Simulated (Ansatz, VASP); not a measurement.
## Two plane-wave programs on Mo

```
Mo
1.0
    -1.31723    1.31723    2.32500
     1.31723   -1.31723    2.32500
     1.31723    1.31723   -2.32500
Mo
1
Direct
  0.00000 0.00000 0.00000
```

Alike in both runs: functional PBE; k mesh 22 × 22 × 22; occupations gaussian, width 0.1 eV; no spin polarisation.

Ansatz relaxed the structure, and its values are those at the end. VASP's run is a single point on that final structure, the one shown.

```csv
,VASP,Ansatz
version,VASP 6.6.1,Ansatz 0.2.0
potentials or method,"VASP PAW PBE potentials, release 64 (Mo_sv)","scalar-relativistic, plane waves, PAW"
plane-wave cutoff (eV),520,420
valence electrons in the cell,14,14
```

```tsv
	VASP	Ansatz	Ansatz less VASP
gap on the k mesh at the Fermi level (eV)	none	none	-
pressure (GPa)	0.4	0.0	-0.45
```

A gap of «none» marks a metal or a gap that the smearing closes.
